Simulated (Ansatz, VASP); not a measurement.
# Co16Te (Te/Co(0001)) in two plane-wave programs

Aim: how closely do two programs agree when they are given the same cell, functional and k mesh? Of the first pair: The structure shown is the start of the Ansatz relaxation below; VASP solves that cell, so the two are compared at the walk's first step.

Calculated with Ansatz 0.2.0; plane waves, with VASP 6.6.1 beside it; PBE.

## 1. The starting structure

The cell holds 17 atoms: 16 Co and 1 Te. Cell: a = 5.020 Å, b = 5.020 Å, c = 26.801 Å, α = 90.0°, β = 90.0°, γ = 60.0°. Vacuum lies along c.

## 2. Ansatz: relaxation, PBE

Ansatz runs on its default PAW (the set named soft_2) files.

The two programs are compared at the cell with which this relaxation starts, whose forces are those of its first step.

input.yaml

```yaml
crystal:
  lattice:
    - [5.02, 0.0, 0.0]
    - [2.51, 4.347447527, 0.0]
    - [0.0, 0.0, 26.8005142519]
  atoms:
    - { symbol: Co, position: [0.3333333333, 0.3333333333, 0.3358144517], spin: 1.81 }
    - { symbol: Co, position: [0.0, 0.0, 0.4117685913], spin: 1.75 }
    - { symbol: Co, position: [0.3333333333, 0.3333333333, 0.4881321601], spin: 1.73 }
    - { symbol: Co, position: [0.0, 0.0, 0.5607546971], spin: 1.78 }
    - { symbol: Co, position: [0.3333333333, 0.8333333333, 0.3358144517], spin: 1.81 }
    - { symbol: Co, position: [0.0, 0.5, 0.4117685913], spin: 1.75 }
    - { symbol: Co, position: [0.3333333333, 0.8333333333, 0.4881321601], spin: 1.73 }
    - { symbol: Co, position: [0.0, 0.5, 0.5607546971], spin: 1.78 }
    - { symbol: Co, position: [0.8333333333, 0.3333333333, 0.3358144517], spin: 1.81 }
    - { symbol: Co, position: [0.5, 0.0, 0.4117685913], spin: 1.75 }
    - { symbol: Co, position: [0.8333333333, 0.3333333333, 0.4881321601], spin: 1.73 }
    - { symbol: Co, position: [0.5, 0.0, 0.5607546971], spin: 1.78 }
    - { symbol: Co, position: [0.8333333333, 0.8333333333, 0.3358144517], spin: 1.81 }
    - { symbol: Co, position: [0.5, 0.5, 0.4117685913], spin: 1.75 }
    - { symbol: Co, position: [0.8333333333, 0.8333333333, 0.4881321601], spin: 1.73 }
    - { symbol: Co, position: [0.5, 0.5, 0.5607546971], spin: 1.78 }
    - { symbol: Te, position: [0.0, 0.0, 0.6641855483] }
magnetization:
  spin_polarized: true
kpoints:
  mp_grid: { grid: [7, 7, 1] }
hamiltonian:
  xc: pbe
scf:
  occupations: { method: fermi_dirac, width: 0.1 }
  convergence: { dr2_threshold: 1.0e-08 }
efield:
  axis: 3
  dipole_correction: true
  ramp_position: 0.97
  ramp_width: 0.06
relax:
  f_tol: 0.02
  max_steps: 60
  constraints: [{ sites: [0, 1, 4, 5, 8, 9, 12, 13] }]
output:
  bader: true
  dos: { projected: true, e_range: [-8, 4] }
  write_potential: true
  write_density: true
  volumetric_format: npy
  elf: true
```

Started as:

```sh
ansatz run input.yaml --threads 4 --pin off --max-ram 12288MiB --backend cpu --events-out ev --progress --plain --runs-dir out
```

Numbers of over 12 decimals in the logs are rounded to 6 here.

The log of the run:

```text
Engine: ansatz 0.2.0, aarch64-unknown-linux-gnu
Pseudopotentials: kind: paw
Pseudopotential: Co, paw, valence charge 17, recommended cutoff 420 eV (normal), Co.paw.azcp
Pseudopotential: Te, paw, valence charge 16, recommended cutoff 420 eV (normal), Te.paw.azcp
Functional definition: PBE
  parameter kappa = 0.804
  parameter beta = 0.066725
  exchange = pbe_x(kappa = kappa, mu = beta*pi^2/3)
  correlation = pbe_c(beta = beta)
Crystal: 17 atoms, lattice volume = 584.899 Å³
Basis set: ecut = 420 eV, 11471 PW (Γ), exchange–correlation on 72×72×360 points (8 copies of the dense FFT grid, shifted against one another)
Bands: 190, of which v1, the nominal top of the filled ones, is band 144 counted from 1 (143 counted from 0)
Symmetry: 6 space group operations
k-points: 8 of 49 (time reversal used)
Non-local potential: Co, projectors of the file, l = 0: 3, l = 1: 2, l = 2: 3, l = 3: 1
Non-local potential: Te, projectors of the file, l = 0: 2, l = 1: 2, l = 2: 2, l = 3: 2
PAW form: soft (Blöchl's): semilocal exchange-correlation on the pseudo side does not see the compensation charge
PAW one-centre angular grid: Co, 590 points (default); XC on 64 Gauss nodes
PAW one-centre angular grid: Te, 590 points (default); XC on 64 Gauss nodes
Initial density: superposition of atomic densities (neutral atoms: chi_scale 0, normalization atom)
Starting moments: Σ|m| = 28.28 μB on 16 of 17 sites
Initial wavefunctions: pseudopotential atomic-orbital guess
Functional: x = pbe(κ = 0.804, μ = 0.219515), c = pbe(β = 0.066725)
SCF iter   1: F=—  HF=-88985.354954 eV  |F-HF|=—  |Δ(HF+E_count)|=         —  Δρ=3.94e-2 (↑1.48e-2 ↓3.94e-2)  dr2=1.11e2  dr2_m=1.90e0  M=27.027 μB ∫|m|=28.386 μB  β_m=1.00  ethr=3.10e-3  p=-0.000 e·Å  D=-1.02e-7 V/Å  ΔV_dip=0.00 eV  dr2_dipole=2.89e1  V_vac-E_F(+/−)=7.05/7.05 eV  ⟨swp⟩=9.7  Hψ=15341  notcnv=0  defer=187
Mixer restart at iter 1: flushing history
efield: sawtooth ramp at fractional position 0.9700 (set: `efield.ramp_position`, or a place that a band, a saddle search or an elastic batch's reference lends), width 0.0600; the density the first Hamiltonian is built on has a dipole p = -0.000 e·Å; the dipole correction subtracts the counter field D = -1.02e-7 V/Å, which shifts the + side's vacuum level by +0.00 eV against the − side's; the planar-averaged density in the ramp window peaks in size at 4.9e-6 e/Å³
preconditioner: auto → LDOS  [metal: Δε(μ)=0.007 eV  Ē_g=7.005 eV  σ=0.100 eV  W_gap=0.02  n_scr=122 (ndim 8)  ℏωp=18.8 eV  f_vac=0.584  D(μ)=17.32/eV (n_scr^D=108)]
spin=Collinear: LDOS preconditioning applied to the charge; magnetization (m = ρ↑ − ρ↓) channel mixes plain (no charge-response kernel on spin).
SCF iter   2: F=—  HF=-88981.567981 eV  |F-HF|=—  |Δ(HF+E_count)|=    3.79e0  Δρ=1.61e-2 (↑1.61e-2 ↓6.51e-3)  dr2=8.19e0  dr2_m=3.33e-1  M=27.468 μB ∫|m|=29.569 μB  β_m=0.33  ethr=3.10e-3  p=0.072 e·Å  D=2.23e-2 V/Å  ΔV_dip=-0.60 eV  dr2_dipole=1.45e0  V_vac-E_F(+/−)=5.82/6.42 eV  ⟨swp⟩=2.5  Hψ=5123  notcnv=0  defer=291
density mixer auto → msr1: a metal under ldos (density of states about μ 2.90 of a free-electron gas's, 122 screened modes)
SCF iter   3: F=—  HF=-88987.986116 eV  |F-HF|=—  |Δ(HF+E_count)|=    6.42e0  Δρ=4.83e-3 (↑4.83e-3 ↓4.73e-3)  dr2=5.39e-1  dr2_m=7.52e-2  M=27.759 μB ∫|m|=30.036 μB  β_m=0.39  ethr=2.84e-3  p=0.068 e·Å  D=2.09e-2 V/Å  ΔV_dip=-0.56 eV  dr2_dipole=2.58e-1  V_vac-E_F(+/−)=5.38/5.94 eV  ⟨swp⟩=2.3  Hψ=4366  notcnv=0  defer=297
SCF iter   4: F=—  HF=-88990.638545 eV  |F-HF|=—  |Δ(HF+E_count)|=    2.65e0  Δρ=5.46e-3 (↑5.46e-3 ↓2.75e-3)  dr2=9.16e-1  dr2_m=5.79e-2  M=27.829 μB ∫|m|=30.212 μB  β_m=0.39  ethr=1.87e-4  p=0.043 e·Å  D=1.32e-2 V/Å  ΔV_dip=-0.35 eV  dr2_dipole=4.28e-1  V_vac-E_F(+/−)=5.26/5.61 eV  ⟨swp⟩=2.0  Hψ=4665  notcnv=0  defer=297
SCF iter   5: F=—  HF=-88992.683296 eV  |F-HF|=—  |Δ(HF+E_count)|=    2.04e0  Δρ=3.07e-3 (↑3.07e-3 ↓1.70e-3)  dr2=4.51e-2  dr2_m=2.45e-2  M=27.824 μB ∫|m|=30.272 μB  β_m=0.62  ethr=1.87e-4  p=-0.010 e·Å  D=-3.07e-3 V/Å  ΔV_dip=0.08 eV  dr2_dipole=1.06e-2  V_vac-E_F(+/−)=5.28/5.20 eV  ⟨swp⟩=2.3  Hψ=5634  notcnv=0  defer=301
SCF iter   6: F=—  HF=-88992.872553 eV  |F-HF|=—  |Δ(HF+E_count)|=         —  Δρ=1.50e-3 (↑1.09e-3 ↓1.50e-3)  dr2=2.56e-2  dr2_m=4.81e-3  M=27.724 μB ∫|m|=30.330 μB  β_m=0.62  ethr=1.57e-5  p=-0.020 e·Å  D=-6.27e-3 V/Å  ΔV_dip=0.17 eV  dr2_dipole=1.49e-3  V_vac-E_F(+/−)=5.24/5.08 eV  ⟨swp⟩=2.2  Hψ=5189  notcnv=0  defer=308
SCF iter   7: F=—  HF=-88992.886040 eV  |F-HF|=—  |Δ(HF+E_count)|=   1.35e-2  Δρ=8.18e-4 (↑7.27e-4 ↓8.18e-4)  dr2=1.51e-2  dr2_m=1.66e-3  M=27.719 μB ∫|m|=30.381 μB  β_m=0.68  ethr=8.90e-6  p=-0.023 e·Å  D=-7.23e-3 V/Å  ΔV_dip=0.19 eV  dr2_dipole=4.19e-3  V_vac-E_F(+/−)=5.22/5.03 eV  ⟨swp⟩=2.4  Hψ=5147  notcnv=0  defer=310
[...]
k-point 1 ↑: bands = [... 140 lower, 2.0268, 2.0280, 2.0534, 2.0944, 2.1125, 2.1406, 2.2204, 2.2284, ... 42 higher]
  k-point 2 ↑: bands = [... 140 lower, 1.8494, 1.8829, 1.8873, 1.9143, 1.9382, 1.9796, 2.0212, 2.0305, ... 42 higher]
  k-point 7 ↓: bands = [... 140 lower, 3.5971, 3.6204, 3.6544, 3.7154, 3.7389, 3.7723, 3.8162, 3.8566, ... 42 higher]
--- Relaxed structure (7 steps of the walk, 7 accepted, 0 SCFs on fresh bases) ---
  F+E_penalty+E_count = -88993.76459116 eV   max|allowed force component| = 1.898e-3 eV/Å
  atoms:
    - { symbol: Co, position: [0.333333, 0.333333, 0.335814] }
    - { symbol: Co, position: [0, 0, 0.411769] }
    - { symbol: Co, position: [0.333333, 0.333333, 0.489165] }
    - { symbol: Co, position: [-1.1806976923125824e-18, 0, 0.554779] }
    - { symbol: Co, position: [0.333333, 0.833333, 0.335814] }
    - { symbol: Co, position: [-2.7755575615628914e-17, 0.5, 0.411769] }
    - { symbol: Co, position: [0.338787, 0.830607, 0.487252] }
    - { symbol: Co, position: [-0.00170022, 0.500850, 0.563454] }
    - { symbol: Co, position: [0.833333, 0.333333, 0.335814] }
    - { symbol: Co, position: [0.500000, 0, 0.411769] }
    - { symbol: Co, position: [0.830607, 0.338787, 0.487252] }
    - { symbol: Co, position: [0.500850, -0.00170022, 0.563454] }
    - { symbol: Co, position: [0.833333, 0.833333, 0.335814] }
    - { symbol: Co, position: [0.5, 0.5, 0.411769] }
    - { symbol: Co, position: [0.830607, 0.830607, 0.487252] }
    - { symbol: Co, position: [0.500850, 0.500850, 0.563454] }
    - { symbol: Te, position: [-4.372496182928242e-18, 0, 0.642055] }
--- Bader charges: 17 sites ---
  site symbol  charge [e]  shift [e]    m [muB]
     0     Co     -0.0199     0.0002     1.7410
     1     Co      0.0198     0.0002     1.6622
     2     Co      0.0433     0.0003     1.6688
     3     Co     -0.1233     0.0022     1.3519
     4     Co     -0.0212     0.0002     1.7447
     5     Co      0.0210     0.0002     1.6758
     6     Co      0.0021     0.0000     1.6037
     7     Co      0.0870     0.0001     1.8075
     8     Co     -0.0212     0.0002     1.7447
     9     Co      0.0210     0.0002     1.6758
    10     Co      0.0021     0.0000     1.6037
    11     Co      0.0870     0.0001     1.8075
    12     Co     -0.0212     0.0002     1.7447
    13     Co      0.0210     0.0002     1.6758
    14     Co      0.0021     0.0000     1.6037
    15     Co      0.0869     0.0001     1.8075
    16     Te     -0.1866     0.0024     0.2211
  estimated error of the sums over rays = 5.7e-4 e
```

Reading the cycles: dr2 is the Hartree energy of the density residual (eV), the measure of convergence; HF is the Harris–Foulkes estimate of the energy, which meets the free energy F at convergence.

[end of part 1 of 3]

[Lines on the potential files, build, host, timing and source positions are cut from VASP's logs without a mark.]

[Logs are printed without paths, hosts, clocks, repeated set-up lines and the standing remarks that a program may print on its own settings, such as how far it seeks lower states.]

[Hosts, paths, dates, database ids (printed as entryN), source tags and the programs' standing remarks are cut or masked in the printed files.]
